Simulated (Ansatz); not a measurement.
**Ru under strain**

Computed with DFT PBE, scalar-relativistic, plane waves, PAW in Ansatz. (420 eV cutoff, 24×24×12 k-mesh, Gaussian smearing of 0.10 eV, no spin polarisation)

Reference structure (relaxed):

```
CELL_PARAMETERS angstrom
2.72000 0.00000 0.00000
-1.36000 2.35559 0.00000
0.00000 0.00000 4.29677
ATOMIC_POSITIONS crystal
Ru 0.33333 0.66667 0.25000
Ru 0.66667 0.33333 0.75000
```

Deformation: biaxial strain in the a-b plane, with the length and tilt of c and the atoms relaxed, all within the symmetry that the strain leaves. Energies are extrapolated to zero smearing. On this cell's mesh the reference holds a stress of up to 0.54 GPa.

**Question.** Give the structure at +2.0 %.

**Answer.**
```
CELL_PARAMETERS angstrom
2.77440 0.00000 0.00000
-1.38720 2.40270 0.00000
0.00000 0.00000 4.24654
ATOMIC_POSITIONS crystal
Ru 0.33333 0.66667 0.25000
Ru 0.66667 0.33333 0.75000
```
Space group P6_3/mmc (194), 19.1 meV/atom over the relaxed crystal.